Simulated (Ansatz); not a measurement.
**Copper, beta-Sn type under PBE: ground state and equation of state**

The plan for copper in the beta-Sn type structure: relax it, solve it on a dense k-mesh, switch on spin-orbit coupling, then scale the cell to 7 volumes from 88 to 112 % of the relaxed one and try a fit of the equation of state. The k-meshes are 14×14×10 for the relaxation; 26×26×12 for the dense run; 16×16×8 for spin-orbit coupling; 26×26×12 for the volumes.

Program: Ansatz 0.2.0. Level of theory: DFT PBE, plane waves (420 eV) with PAW, scalar-relativistic. These are calculated values, not measurements.

### 1 Starting point

The structure is tetragonal, space group I4_1/amd (No. 141). The conventional cell has a = 4.495 Å, b = 4.495 Å, c = 2.454 Å, α = 90.00°, β = 90.00°, γ = 90.00°. Around Cu (site symmetry -4m2) lie 6 Cu at 2.33 to 2.45 Å.

Structure file:

```xyz
2
Lattice="-2.2477 2.2477 1.2272 2.2477 -2.2477 1.2272 2.2477 2.2477 -1.2272" Properties=species:S:1:pos:R:3 pbc="T T T"
Cu    0.0000    0.0000    0.0000
Cu    0.0000    2.2477    0.6136
```

### 2 Geometry optimisation

File input.yaml:

```yaml
crystal:
  lattice:
    - [-2.2477036591, 2.2477036591, 1.2272461979]
    - [2.2477036591, -2.2477036591, 1.2272461979]
    - [2.2477036591, 2.2477036591, -1.2272461979]
  atoms:
    - { symbol: Cu, position: [0.0, 0.0, 0.0] }
    - { symbol: Cu, position: [0.75, 0.25, 0.5] }
hamiltonian:
  xc: pbe
  pseudopotentials:
    kind: paw
    azcp:
      Cu: "pseudopotentials/Cu.paw.azcp"
basis:
  ecutwfc: 420
  fft_grid_basis: typed
kpoints:
  mp_grid: { grid: [14, 14, 10], shift: [0, 0, 0] }
magnetization:
  spin_polarized: false
scf:
  occupations: { method: fermi_dirac, width: 0.1 }
relax:
  max_steps: 60
  f_tol: 0.01
  cell: {}
```

The program printed:

```text
Warning: crystal.symmetry: narrowed to the stabiliser of the k-point mesh — unitary ops 16 → 4; excluded 12 operations that carry a point of the 14×14×10 mesh (shift [0, 0, 0]) off the mesh (the run samples exactly the mesh kpoints.mp_grid names, as under crystal.symmetry.detect: false, and its converged state has the mesh's symmetry, not the crystal's; ε∞, the Born charges and the force constants of a linear response (`dielectric:` by the response, `phonons.method: dfpt`) are averaged over those of the crystal's operations that the state keeps within a tolerance, where `mesh_tensors`, `unaveraged_element` or `gamma_mean_max_change_ev_ang2` stands beside them; a row that `dielectric.field_direction` solves alone is averaged likewise, with nothing beside; a Γ-centred mesh of equal divisions is mapped onto itself by every operation and keeps the whole group, as does a half-shifted one under kpoints.further_shifts: images)
Engine: ansatz 0.2.0, x86_64-unknown-linux-gnu
Pseudopotentials: kind: paw
Pseudopotential: Cu, paw, valence charge 19, recommended cutoff 420 eV (normal), <dir>
Functional definition: PBE
  parameter kappa = 0.804
  parameter beta = 0.06672455060314922
  exchange = pbe_x(kappa = kappa, mu = beta*pi^2/3)
  correlation = pbe_c(beta = beta)
Crystal: 2 atoms, lattice volume = 24.801 Å³
Basis set: ecut = 420 eV, 501 PW (Γ), exchange–correlation on 48×48×48 points (8 copies of the dense FFT grid, shifted against one another)
Bands: 23, of which v1, the nominal top of the filled ones, is band 19 counted from 1 (18 counted from 0)
Symmetry: 4 space group operations
k-points: 534 of 1960
Non-local potential: Cu, projectors of the file, l = 0: 3, l = 1: 2, l = 2: 3, l = 3: 1
PAW form: soft (Blöchl's): semilocal exchange-correlation on the pseudo side does not see the compensation charge
PAW one-centre angular grid: Cu, 590 points (default); XC on 64 Gauss nodes
Initial density: superposition of atomic densities (neutral atoms: chi_scale 0, normalization atom), corrected by the library's trained network
Initial wavefunctions: pseudopotential atomic-orbital guess
Functional: x = pbe(κ = 0.804, μ = 0.2195149727645171), c = pbe(β = 0.06672455060314922)
SCF iter   1: F=—  HF=-13249.648278 eV  |F-HF|=—  |Δ(HF+E_count)|=         —  Δρ=1.94e-3  dr2=4.43e-4  ethr=1.77e-3  ⟨swp⟩=5.5  Hψ=45874  notcnv=0
preconditioner: auto → Kerker (q_TF=auto, 2.929 Å⁻¹)  [metal: Δε(μ)=0.019 eV  Ē_g=10.115 eV  σ=0.100 eV  W_gap=0.05  n_scr=16 (ndim 8)  ℏωp=35.0 eV  f_vac=0.000  D(μ)=0.68/eV (n_scr^D=4)]
SCF iter   2: F=—  HF=-13249.648886 eV  |F-HF|=—  |Δ(HF+E_count)|=   6.08e-4  Δρ=1.02e-3  dr2=1.23e-4  ethr=1.17e-6  ⟨swp⟩=2.5  Hψ=28094  notcnv=0
SCF iter   3: F=—  HF=-13249.648971 eV  |F-HF|=—  |Δ(HF+E_count)|=   8.51e-5  Δρ=3.59e-4  dr2=2.50e-5  ethr=3.23e-7  ⟨swp⟩=1.9  Hψ=13951  notcnv=0
SCF iter   4: F=—  HF=-13249.648969 eV  |F-HF|=—  |Δ(HF+E_count)|=   2.03e-6  Δρ=8.69e-5  dr2=8.35e-7  ethr=6.58e-8  ⟨swp⟩=2.1  Hψ=16445  notcnv=0
SCF iter   5: F=—  HF=-13249.648970 eV  |F-HF|=—  |Δ(HF+E_count)|=   4.46e-7  Δρ=1.91e-5  dr2=8.31e-8  ethr=2.20e-9  ⟨swp⟩=2.0  Hψ=19505  notcnv=0
SCF iter   6: F=-13249.648970 eV  HF=-13249.648970 eV  |F-HF|=5.50e-9  |Δ(HF+E_count)|=   5.03e-9  Δρ=1.35e-5  dr2=2.36e-8  ethr=2.19e-10  ⟨swp⟩=4.1  Hψ=44751  notcnv=0
SCF 1 converged in 6 iterations: F = -13249.648970 eV  dr2 = 2.36e-8
relax step   1: F+E_penalty+E_count = -13249.64896988 eV  Δ(F+E_penalty+E_count) = +0.000e0 eV  max|allowed force component| = 1.141e-3 eV/Å  Δτ_max = 0.0000 Å  P = +8.235 GPa  Ω = 24.801 Å³  (6 SCF iters, dr2 threshold 1.00e-7 eV, accepted)
Crystal: 2 atoms, lattice volume = 25.504 Å³
Basis set: ecut = 420 eV, 505 PW (Γ), exchange–correlation on 48×48×48 points (8 copies of the dense FFT grid, shifted against one another)
Initial density: handed on by an earlier stage of this run
Initial wavefunctions: those handed on with the density
iter 1 solved again at ethr=3.54e-5 eV; its pass at ethr=3.10e-3 eV (dr2=1.35e-2 eV) is discarded
SCF iter   1: F=—  HF=-13249.688726 eV  |F-HF|=—  |Δ(HF+E_count)|=         —  Δρ=8.97e-3  dr2=1.35e-2  ethr=3.54e-5  ⟨swp⟩=1.0  Hψ=60049  notcnv=0
preconditioner: auto → Kerker (q_TF=auto, 2.916 Å⁻¹)  [metal: Δε(μ)=0.006 eV  Ē_g=9.948 eV  σ=0.100 eV  W_gap=0.02  n_scr=16 (ndim 8)  ℏωp=34.5 eV  f_vac=0.000  D(μ)=0.64/eV (n_scr^D=4)]
SCF iter   2: F=—  HF=-13249.686250 eV  |F-HF|=—  |Δ(HF+E_count)|=   2.48e-3  Δρ=2.01e-3  dr2=9.95e-4  ethr=3.54e-5  ⟨swp⟩=2.3  Hψ=16777  notcnv=0
SCF iter   3: F=—  HF=-13249.685849 eV  |F-HF|=—  |Δ(HF+E_count)|=   4.01e-4  Δρ=1.37e-3  dr2=4.67e-4  ethr=2.62e-6  ⟨swp⟩=2.4  Hψ=18085  notcnv=0
SCF iter   4: F=—  HF=-13249.685780 eV  |F-HF|=—  |Δ(HF+E_count)|=   6.94e-5  Δρ=3.67e-4  dr2=2.01e-5  ethr=1.23e-6  ⟨swp⟩=2.1  Hψ=16388  notcnv=0
SCF iter   5: F=—  HF=-13249.685803 eV  |F-HF|=—  |Δ(HF+E_count)|=   2.35e-5  Δρ=7.54e-5  dr2=1.32e-6  ethr=5.29e-8  ⟨swp⟩=2.0  Hψ=18953  notcnv=0
SCF iter   6: F=-13249.685804 eV  HF=-13249.685804 eV  |F-HF|=6.50e-9  |Δ(HF+E_count)|=   1.86e-7  Δρ=1.96e-5  dr2=6.45e-8  ethr=5.26e-10  ⟨swp⟩=4.1  Hψ=45065  notcnv=0
SCF 2 converged in 6 iterations: F = -13249.685804 eV  dr2 = 6.45e-8
relax step   2: F+E_penalty+E_count = -13249.68580358 eV  Δ(F+E_penalty+E_count) = -3.683e-2 eV  max|allowed force component| = 3.100e-4 eV/Å  Δτ_max = 0.0000 Å  P = +4.154 GPa  Ω = 25.504 Å³  energy of the carried Pulay correction = -4.953e-4 eV  (6 SCF iters, dr2 threshold 2.00e-7 eV, accepted)
Crystal: 2 atoms, lattice volume = 26.266 Å³
Basis set: ecut = 420 eV, 509 PW (Γ), exchange–correlation on 48×48×48 points (8 copies of the dense FFT grid, shifted against one another)
iter 1 solved again at ethr=4.14e-5 eV; its pass at ethr=3.10e-3 eV (dr2=1.57e-2 eV) is discarded
SCF iter   1: F=—  HF=-13249.707226 eV  |F-HF|=—  |Δ(HF+E_count)|=         —  Δρ=9.59e-3  dr2=1.60e-2  ethr=4.14e-5  ⟨swp⟩=1.2  Hψ=61166  notcnv=0
preconditioner: auto → none  [metal: Δε(μ)=0.020 eV  Ē_g=9.728 eV  σ=0.100 eV  W_gap=0.05  n_scr=8 (ndim 8)  ℏωp=34.0 eV  f_vac=0.000  D(μ)=0.60/eV (n_scr^D=4)]
SCF iter   2: F=—  HF=-13249.703980 eV  |F-HF|=—  |Δ(HF+E_count)|=   3.25e-3  Δρ=1.05e-3  dr2=1.26e-4  ethr=4.14e-5  ⟨swp⟩=2.0  Hψ=16696  notcnv=0
SCF iter   3: F=—  HF=-13249.703795 eV  |F-HF|=—  |Δ(HF+E_count)|=   1.86e-4  Δρ=6.63e-4  dr2=9.91e-5  ethr=3.32e-7  ⟨swp⟩=2.0  Hψ=22454  notcnv=0
SCF iter   4: F=—  HF=-13249.703783 eV  |F-HF|=—  |Δ(HF+E_count)|=   1.13e-5  Δρ=7.93e-5  dr2=5.34e-7  ethr=2.61e-7  ⟨swp⟩=2.2  Hψ=16790  notcnv=0
iter 5 did not close the SCF: its close was put off for the readings that it lacked (scf_convergence_deferred on its scf_iter line)
SCF iter   5: F=-13249.703784 eV  HF=-13249.703785 eV  |F-HF|=1.08e-8  |Δ(HF+E_count)|=   1.23e-6  Δρ=5.41e-6  dr2=4.01e-9  ethr=1.41e-9  ⟨swp⟩=2.0  Hψ=22472  notcnv=0
SCF iter   6: F=-13249.703785 eV  HF=-13249.703785 eV  |F-HF|=3.64e-11  |Δ(HF+E_count)|=   4.35e-9  Δρ=1.13e-6  dr2=1.74e-10  ethr=1.05e-11  ⟨swp⟩=1.9  Hψ=38730  notcnv=0
SCF 3 converged in 6 iterations: F = -13249.703785 eV  dr2 = 1.74e-10
relax step   3: F+E_penalty+E_count = -13249.70378450 eV  Δ(F+E_penalty+E_count) = -1.798e-2 eV  max|allowed force component| = 4.492e-4 eV/Å  Δτ_max = 0.0001 Å  P = +0.508 GPa  Ω = 26.266 Å³  energy of the carried Pulay correction = -1.004e-3 eV  (6 SCF iters, dr2 threshold 2.00e-7 eV, accepted)
[... from here on, the SCF cycles and remarks between the steps are left out ...]
relax step   4: F+E_penalty+E_count = -13249.70600292 eV  Δ(F+E_penalty+E_count) = -2.218e-3 eV  max|allowed force component| = 3.811e-4 eV/Å  Δτ_max = 0.0001 Å  P = +0.164 GPa  Ω = 26.337 Å³  energy of the carried Pulay correction = -1.050e-3 eV  (6 SCF iters, dr2 threshold 2.00e-7 eV, accepted)
relax step   5: F+E_penalty+E_count = -13249.73912991 eV  Δ(F+E_penalty+E_count) = -3.313e-2 eV  max|allowed force component| = 2.365e-4 eV/Å  Δτ_max = 0.0000 Å  P = -0.283 GPa  Ω = 26.234 Å³  energy of the carried Pulay correction = -9.753e-4 eV  (6 SCF iters, dr2 threshold 2.00e-7 eV, accepted)
relax step   6: F+E_penalty+E_count = -13249.79933590 eV  Δ(F+E_penalty+E_count) = -6.021e-2 eV  max|allowed force component| = 8.834e-4 eV/Å  Δτ_max = 0.0001 Å  P = -0.944 GPa  Ω = 25.907 Å³  energy of the carried Pulay correction = -7.442e-4 eV  (6 SCF iters, dr2 threshold 2.00e-7 eV, accepted)
relax step   7: F+E_penalty+E_count = -13249.87801376 eV  Δ(F+E_penalty+E_count) = -7.868e-2 eV  max|allowed force component| = 2.103e-3 eV/Å  Δτ_max = 0.0004 Å  P = -1.581 GPa  Ω = 25.359 Å³  energy of the carried Pulay correction = -3.535e-4 eV  (6 SCF iters, dr2 threshold 2.00e-7 eV, accepted)
relax step   8: F+E_penalty+E_count = -13249.94957825 eV  Δ(F+E_penalty+E_count) = -7.156e-2 eV  max|allowed force component| = 2.774e-3 eV/Å  Δτ_max = 0.0003 Å  P = -0.930 GPa  Ω = 24.548 Å³  energy of the carried Pulay correction = +2.363e-4 eV  (6 SCF iters, dr2 threshold 2.00e-7 eV, accepted)
relax step   9: F+E_penalty+E_count = -13250.00686624 eV  Δ(F+E_penalty+E_count) = -5.729e-2 eV  max|allowed force component| = 1.786e-3 eV/Å  Δτ_max = 0.0000 Å  P = +0.384 GPa  Ω = 23.638 Å³  energy of the carried Pulay correction = +9.174e-4 eV  (6 SCF iters, dr2 threshold 2.00e-7 eV, accepted)
relax step  10: F+E_penalty+E_count = -13250.00370824 eV  Δ(F+E_penalty+E_count) = +3.158e-3 eV  max|allowed force component| = 6.702e-3 eV/Å  Δτ_max = 0.0017 Å  P = -0.490 GPa  Ω = 23.059 Å³  energy of the carried Pulay correction = +1.349e-3 eV  (6 SCF iters, dr2 threshold 2.00e-7 eV, rejected (line search))
relax step  11: F+E_penalty+E_count = -13250.01798151 eV  Δ(F+E_penalty+E_count) = -1.112e-2 eV  max|allowed force component| = 1.024e-3 eV/Å  Δτ_max = 0.0009 Å  P = +0.154 GPa  Ω = 23.346 Å³  energy of the carried Pulay correction = +1.131e-3 eV  (9 SCF iters, accepted)
relax step  12: F+E_penalty+E_count = -13250.01798233 eV  Δ(F+E_penalty+E_count) = -8.145e-7 eV  max|allowed force component| = 6.173e-4 eV/Å  Δτ_max = 0.0003 Å  P = -0.006 GPa  Ω = 23.359 Å³  energy of the carried Pulay correction = +1.121e-3 eV  (6 SCF iters, dr2 threshold 2.00e-7 eV, accepted)
relax step  13: F+E_penalty+E_count = -13250.13331768 eV  Δ(F+E_penalty+E_count) = -1.153e-1 eV  max|allowed force component| = 5.214e-4 eV/Å  Δτ_max = 0.0000 Å  P = +7.074 GPa  Ω = 23.359 Å³  stress off target by 1.90e1 GPa  SCF on the basis re-selected at this cell (its energy is not comparable with the rows above)  (9 SCF iters)
relax step  14: F+E_penalty+E_count = -13250.19227166 eV  Δ(F+E_penalty+E_count) = -5.895e-2 eV  max|allowed force component| = 1.166e-3 eV/Å  Δτ_max = 0.0019 Å  P = +6.443 GPa  Ω = 23.287 Å³  energy of the carried Pulay correction = -7.784e-6 eV  (6 SCF iters, dr2 threshold 2.00e-7 eV, accepted)
relax step  15: F+E_penalty+E_count = -13250.24180932 eV  Δ(F+E_penalty+E_count) = -4.954e-2 eV  max|allowed force component| = 6.637e-3 eV/Å  Δτ_max = 0.0051 Å  P = +2.569 GPa  Ω = 23.785 Å³  energy of the carried Pulay correction = -5.176e-4 eV  (6 SCF iters, dr2 threshold 2.00e-7 eV, accepted)
relax step  16: F+E_penalty+E_count = -13250.24660728 eV  Δ(F+E_penalty+E_count) = -4.798e-3 eV  max|allowed force component| = 7.814e-3 eV/Å  Δτ_max = 0.0095 Å  P = -0.271 GPa  Ω = 24.255 Å³  energy of the carried Pulay correction = -9.124e-4 eV  (6 SCF iters, dr2 threshold 2.00e-7 eV, accepted)
relax step  17: F+E_penalty+E_count = -13250.24895653 eV  Δ(F+E_penalty+E_count) = -2.349e-3 eV  max|allowed force component| = 1.201e-2 eV/Å  Δτ_max = 0.0186 Å  P = -0.299 GPa  Ω = 24.249 Å³  energy of the carried Pulay correction = -9.170e-4 eV  (6 SCF iters, dr2 threshold 2.00e-7 eV, accepted)
relax step  18: F+E_penalty+E_count = -13250.26934714 eV  Δ(F+E_penalty+E_count) = -2.039e-2 eV  max|allowed force component| = 3.009e-2 eV/Å  Δτ_max = 0.0744 Å  P = -1.006 GPa  Ω = 24.249 Å³  energy of the carried Pulay correction = -9.269e-4 eV  (7 SCF iters, dr2 threshold 2.00e-7 eV, accepted)
relax step  19: F+E_penalty+E_count = -13250.29583015 eV  Δ(F+E_penalty+E_count) = -2.648e-2 eV  max|allowed force component| = 3.163e-2 eV/Å  Δτ_max = 0.0680 Å  P = -1.010 GPa  Ω = 24.013 Å³  energy of the carried Pulay correction = -7.353e-4 eV  (6 SCF iters, dr2 threshold 2.00e-7 eV, accepted)
relax step  20: F+E_penalty+E_count = -13250.30268297 eV  Δ(F+E_penalty+E_count) = -6.853e-3 eV  max|allowed force component| = 1.440e-2 eV/Å  Δτ_max = 0.0536 Å  P = +0.011 GPa  Ω = 23.696 Å³  energy of the carried Pulay correction = -4.696e-4 eV  (6 SCF iters, dr2 threshold 2.00e-7 eV, accepted)
relax step  21: F+E_penalty+E_count = -13250.30304706 eV  Δ(F+E_penalty+E_count) = -3.641e-4 eV  max|allowed force component| = 2.566e-4 eV/Å  Δτ_max = 0.0105 Å  P = +0.060 GPa  Ω = 23.708 Å³  energy of the carried Pulay correction = -4.825e-4 eV  (6 SCF iters, dr2 threshold 2.00e-7 eV, accepted)
relax step  22: F+E_penalty+E_count = -13250.30304066 eV  Δ(F+E_penalty+E_count) = +6.406e-6 eV  max|allowed force component| = 4.022e-5 eV/Å  Δτ_max = 0.0000 Å  P = -0.013 GPa  Ω = 23.719 Å³  energy of the carried Pulay correction = -4.915e-4 eV  (6 SCF iters, dr2 threshold 1.67e-8 eV, accepted)
relax step  23: F+E_penalty+E_count = -13250.32359535 eV  Δ(F+E_penalty+E_count) = -2.055e-2 eV  max|allowed force component| = 2.960e-3 eV/Å  Δτ_max = 0.0000 Å  P = +1.655 GPa  Ω = 23.719 Å³  stress off target by 4.57e0 GPa  SCF on the basis re-selected at this cell (its energy is not comparable with the rows above)  (7 SCF iters)
relax step  24: F+E_penalty+E_count = -13250.33597646 eV  Δ(F+E_penalty+E_count) = -1.238e-2 eV  max|allowed force component| = 1.796e-3 eV/Å  Δτ_max = 0.0279 Å  P = +0.199 GPa  Ω = 23.933 Å³  energy of the carried Pulay correction = -1.958e-4 eV  (6 SCF iters, dr2 threshold 2.00e-7 eV, accepted)
relax step  25: F+E_penalty+E_count = -13250.33804661 eV  Δ(F+E_penalty+E_count) = -2.070e-3 eV  max|allowed force component| = 1.042e-3 eV/Å  Δτ_max = 0.0121 Å  P = +0.005 GPa  Ω = 23.960 Å³  energy of the carried Pulay correction = -2.308e-4 eV  (6 SCF iters, dr2 threshold 2.00e-7 eV, accepted)
relax step  26: F+E_penalty+E_count = -13250.33807505 eV  Δ(F+E_penalty+E_count) = -2.845e-5 eV  max|allowed force component| = 4.097e-4 eV/Å  Δτ_max = 0.0023 Å  P = +0.003 GPa  Ω = 23.960 Å³  energy of the carried Pulay correction = -2.324e-4 eV  (6 SCF iters, dr2 threshold 5.17e-8 eV, accepted)
Basis set: ecut = 420 eV, 465 PW (Γ), exchange–correlation on 36×36×72 points (8 copies of the dense FFT grid, shifted against one another)
iter 1 solved again at ethr=1.80e-8 eV; its pass at ethr=3.10e-3 eV (dr2=6.83e-6 eV) is discarded
SCF iter   1: F=—  HF=-13250.337374 eV  |F-HF|=—  |Δ(HF+E_count)|=         —  Δρ=1.13e-3  dr2=6.72e-6  ethr=1.80e-8  ⟨swp⟩=3.0  Hψ=81186  notcnv=0
SCF iter   2: F=—  HF=-13250.337964 eV  |F-HF|=—  |Δ(HF+E_count)|=   5.90e-4  Δρ=5.65e-4  dr2=1.76e-6  ethr=1.77e-8  ⟨swp⟩=1.0  Hψ=12282  notcnv=0
SCF iter   3: F=—  HF=-13250.338159 eV  |F-HF|=—  |Δ(HF+E_count)|=   1.95e-4  Δρ=3.70e-5  dr2=1.69e-7  ethr=4.63e-9  ⟨swp⟩=2.1  Hψ=14850  notcnv=0
SCF iter   4: F=—  HF=-13250.338159 eV  |F-HF|=—  |Δ(HF+E_count)|=   2.19e-8  Δρ=5.05e-6  dr2=3.04e-9  ethr=4.44e-10  ⟨swp⟩=2.0  Hψ=17455  notcnv=0
SCF iter   5: F=—  HF=-13250.338159 eV  |F-HF|=—  |Δ(HF+E_count)|=   2.77e-9  Δρ=7.60e-7  dr2=3.03e-11  ethr=8.01e-12  ⟨swp⟩=2.7  Hψ=19298  notcnv=0
SCF iter   6: F=-13250.338159 eV  HF=-13250.338159 eV  |F-HF|=0.00e0  |Δ(HF+E_count)|=  2.35e-10  Δρ=1.27e-7  dr2=2.21e-12  ethr=1.00e-12  ⟨swp⟩=5.1  Hψ=53015  notcnv=0
SCF 27 converged in 6 iterations: F = -13250.338159 eV  dr2 = 2.21e-12
relax step  27: F+E_penalty+E_count = -13250.33815897 eV  Δ(F+E_penalty+E_count) = -8.391e-5 eV  max|allowed force component| = 3.875e-4 eV/Å  Δτ_max = 0.0000 Å  P = -0.010 GPa  Ω = 23.960 Å³  stress off target by 2.09e-2 GPa  SCF on the basis re-selected at this cell (its energy is not comparable with the rows above)  (6 SCF iters)
basis re-selected at this cell: Δ(F+E_penalty+E_count) = -8.391e-5 eV, ΔP = -0.013 GPa vs the last step (what re-selecting the basis moved, of the pressure what is left beyond the Pulay correction that the steps carried, after the strain that the cell walked since its last selection, with what the two solves' SCF thresholds leave and, on support functions, any second-order correction that the steps lacked; it is no measure of the basis error at this ecutwfc). The dense FFT grid was sized anew with the basis: this SCF ran on 18×18×36 points, the steps before it on 18×18×32, so part of this shift can come from that change (see relax.cell in the input reference). This SCF's stress stands 2.09e-2 GPa from its target on what of the cell is left free (relax.cell.stress_tol is 5.00e-2 GPa) and its largest allowed force component is 3.88e-4 eV/Å (relax.f_tol is 1.00e-2 eV/Å): within both
SCF converged after 6 iterations
Free energy (F): -13250.338159 eV
Harris-Foulkes:  -13250.338159 eV  (|F-HF|=0.00e0)
Internal energy: -13250.312119 eV  (E = F + TS)
E sigma→0 (E₀):  -13250.325139 eV
Entropy (-TS):   -0.026040 eV (-13.020 meV/atom)
Fermi energy:    16.429042 eV
--- Per-component energies (eV) ---
  E_band       = -728.622524
  E_kinetic    = 599.566961
  E_local      = -8153.872341  (includes V_loc(G=0)·N_el)
  E_nonlocal   = 779.925655
  E_hartree    = 3590.413356
  E_xc         = -178.926448
  E_vxc        = -230.887635  (∫ρ·V_xc dr)
  E_paw        = -3326.024702  (= ΣΔE_a)
  E_vpaw       = -904.182522  (= ΣTr[D̂ρ^β])
  E_aug_tail   = 0.000486  (compensation charges beyond the density's cutoff)
  E_ewald      = -6561.395086
  E_smearing   = -0.026040  (= −TS)
  E_closure    = -0.000000  (closes the sum)
  Σ components = -13250.338159   (vs F -13250.338159, Δ=0.00e0)
--- Forces (eV/Å), atoms counted from 1 ---
  atom   1  Cu    -0.00038751     0.00038751     0.00000000
  atom   2  Cu     0.00038751    -0.00038751     0.00000000
  max |Σ_I F_I| component: 1.08e-19 eV/Å
--- Stress (GPa, compression-positive) ---
       -0.008035       0.000695       0.007196
        0.000695      -0.008035       0.007196
        0.007196       0.007196      -0.013222
  P = ⅓ Tr σ = -0.0098 GPa (-0.098 kbar)
--- Relaxed structure (24 steps of the walk, 23 accepted, 3 SCFs on fresh bases) ---
  F+E_penalty+E_count = -13250.33815897 eV   max|allowed force component| = 3.875e-4 eV/Å   (the final SCF, on the basis selected at the relaxed cell)
  cell:  # Å, volume = 23.9599 Å³
    - [-1.7254177268681234, 1.4204482735870412, 1.265381768390339]
    - [1.4204482735870412, -1.7254177268681234, 1.265381768390339]
    - [3.2292911921954723, 3.2292911921954723, -1.8239338806124628]
  atoms:
    - { symbol: Cu, position: [-0.04143477320561492, 0.04143477320561492, 0.0] }
    - { symbol: Cu, position: [0.7914347732056152, 0.20856522679438502, 0.5000000000000002] }
```

It took 12 min on 1 thread of an x86-64 CPU, shared host; peak memory 0.71 GiB.

Step by step:

```tsv
step	energy change (meV/atom)	largest force (eV/Å)	pressure (GPa)	volume (Å³/atom)	accepted
1	0.00	0.0011	8.24	12.401	yes
2	-18.42	0.0003	4.15	12.752	yes
3	-27.41	0.0004	0.51	13.133	yes
4	-28.52	0.0004	0.16	13.168	yes
5	-45.08	0.0002	-0.28	13.117	yes
6	-75.18	0.0009	-0.94	12.953	yes
7	-114.52	0.0021	-1.58	12.679	yes
8	-150.30	0.0028	-0.93	12.274	yes
9	-178.95	0.0018	0.38	11.819	yes
10	-177.37	0.0067	-0.49	11.530	no
11	-184.51	0.0010	0.15	11.673	yes
12	-184.51	0.0006	-0.01	11.680	yes
13	-242.17	0.0005	7.07	11.680	yes
14	-271.65	0.0012	6.44	11.644	yes
15	-296.42	0.0066	2.57	11.892	yes
16	-298.82	0.0078	-0.27	12.128	yes
17	-299.99	0.0120	-0.30	12.124	yes
18	-310.19	0.0301	-1.01	12.124	yes
19	-323.43	0.0316	-1.01	12.006	yes
20	-326.86	0.0144	0.01	11.848	yes
21	-327.04	0.0003	0.06	11.854	yes
22	-327.04	0.0000	-0.01	11.859	yes
23	-337.31	0.0030	1.65	11.859	yes
24	-343.50	0.0018	0.20	11.966	yes
25	-344.54	0.0010	0.00	11.980	yes
26	-344.55	0.0004	0.00	11.980	yes
27	-344.59	0.0004	-0.01	11.980	yes
```

Steps that repeat a cell are solved on a basis chosen anew, so their changes of energy are no gain of the relaxation.

The cell of the run, before and after:

|  | before | after | change |
| --- | --- | --- | --- |
| a (Å) | 3.407 | 2.568 | -24.6 % |
| b (Å) | 3.407 | 2.568 | -24.6 % |
| c (Å) | 3.407 | 4.918 | +44.3 % |
| α (°) | 97.45 | 105.11 | +7.9 % |
| β (°) | 97.45 | 105.11 | +7.9 % |
| γ (°) | 137.78 | 120.03 | -12.9 % |
| volume (Å³/atom) | 12.401 | 11.980 | -3.4 % |
| shortest distance (Å) | 2.330 | 2.567 | +10.2 % |
| space group (spins left aside) | I4_1/amd | P6_3/mmc | changed |

(Part 1 of 2 ends here.)
